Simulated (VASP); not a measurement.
Crystal: PbF2 (Fluorocronite).

```
Pb F
1.0
     0.00000    2.96366    2.96366
     2.96366    0.00000    2.96366
     2.96366    2.96366    0.00000
Pb F
1 2
Direct
  0.00000 0.00000 0.00000
  0.75000 0.75000 0.75000
  0.25000 0.25000 0.25000
```

Base run:

```yaml
Program: VASP 6.6.1
Functional: PBE
Potentials_or_basis: VASP PAW PBE potentials, release 64 (Pb_d, F)
Cutoff: 520 eV
k_mesh: 6 × 6 × 6
Occupations: gaussian, width 0.02 eV
Spin: spin-orbit coupling, no magnetisation
```

Its results: pressure 2.4 GPa.

Task: The run is repeated on the same cell with these changes: functional from PBE to LDA; potentials or basis from VASP PAW PBE potentials, release 64 (Pb_d, F) to VASP PAW LDA potentials, release 64 (Pb_d, F). What comes out?

Result: Pressure -4.6 GPa.
